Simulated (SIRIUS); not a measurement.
ZrC:

```
Zr C
1.0
     0.00000    2.36500    2.36500
     2.36500    0.00000    2.36500
     2.36500    2.36500    0.00000
Zr C
1 1
Cartesian
  2.3650 2.3650 2.3650
  0.0000 0.0000 0.0000
```

Base run:

| Property | Result |
| --- | --- |
| Program | SIRIUS 7.10.0 |
| Functional | PBE |
| Potentials or basis | PseudoDojo 0.4.1 PBE standard (scalar relativistic) |
| Cutoff | 1127 eV |
| Density cutoff | 4507 eV |
| k mesh | 10 × 10 × 10 |
| Occupations | fermi-dirac, width 0.05 eV |
| Spin | no spin polarisation |
| Hubbard terms | Zr d U = 4 eV |

Its results: band gap on the k mesh none (metal or under the smearing width); pressure 3.0 GPa.

Problem. The run is repeated on the same cell with these changes: hubbard terms from Zr d U = 4 eV to Zr d U = 8 eV. What comes out?

Solution. Band gap on the k mesh none (metal or under the smearing width); pressure 11.2 GPa.

Caveats: U without spin polarisation on a metal has little footing; the U is typed as a test and isn't derived for this compound.
